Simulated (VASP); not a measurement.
# CdF2: equation of state with PBE

The system is CdF2.

```
CELL_PARAMETERS angstrom
0.00000 2.69400 2.69400
2.69400 0.00000 2.69400
2.69400 2.69400 0.00000
ATOMIC_POSITIONS crystal
Cd 0.00000 0.00000 0.00000
F 0.75000 0.75000 0.75000
F 0.25000 0.25000 0.25000
```

```yaml
Program: VASP 6.6.1
Task: equation of state
Functional: PBE
Potentials_or_basis: VASP PAW PBE potentials, release 64 (Cd, F)
Cutoff: 520 eV
k_mesh: 9 × 9 × 9
Occupations: fermi-dirac, width 0.05 eV
Spin: no spin polarisation
Further_INCAR_settings: ALGO = Normal; EDIFF = 1e-07; NBANDS = 20
```

The equilibrium volume is 13.85 Å³/atom (rough: see the caveat). The bulk modulus is 94 GPa (rough).

Energy against volume, from the lowest point:
```
volume (Å³/atom)  energy (meV/atom)
          12.253              67.86
          12.513              45.56
          12.774              28.29
          13.035              15.59
          13.295               6.89
          13.556               1.81
          13.817               0.00
```

All runs of the series together: 2.1 min on 1 thread of Intel(R) Xeon(R) Platinum 8559C (Emerald Rapids), with other jobs on the host.

Caveat: the minimum lies outside the volumes run.
